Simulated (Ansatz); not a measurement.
Computed with DFT PBE, scalar-relativistic, plane waves, PAW (Ansatz 0.2.0). Settings: cutoff 420 eV, Γ-centred meshes spaced at most about 0.3 Å⁻¹, and about 0.25 Å⁻¹ or finer for metals (2π included), Gaussian smearing. No spin polarisation.

These are static total energies at zero pressure.

Two relaxed structures of ScAl4:

A.

```xyz
5
Lattice="-1.4637 1.4637 10.3247 1.4637 -1.4637 10.3247 1.4637 1.4637 -10.3247" Properties=species:S:1:pos:R:3 pbc="T T T"
Sc    0.0000    0.0000   10.3247
Al    0.0000    0.0000    2.1745
Al    0.0000    0.0000   14.4804
Al    0.0000    0.0000    6.1690
Al    0.0000    0.0000   18.4749
```

B.

```xyz
5
Lattice="-3.3196 3.3196 2.0085 3.3196 -3.3196 2.0085 3.3196 3.3196 -2.0085" Properties=species:S:1:pos:R:3 pbc="T T T"
Sc    0.0000    0.0000    2.0085
Al    2.6864    1.3041    2.0085
Al   -1.3041    2.6864    2.0085
Al    4.6237    0.6332    0.0000
Al    0.6332    2.0155    0.0000
```

Question: Which placement of the atoms is lower in energy, and by how much?

Answer: B is lower, by 74 meV/atom. The two share one framework of sites and differ in which element sits where. A has Sc and Al ordered on fcc sites, space group I4/mmm (No. 139), 17.7 Å³/atom and no gap on its mesh; B has Sc and Al ordered on fcc sites, space group I4/m (No. 87), 17.7 Å³/atom and no gap. Counting all near atoms (those within 1.25 times the shortest distance at each site), A and B both have Sc 12, Al 12. Both come from invented guesses.

Cells relaxed within their symmetry can be saddle points.
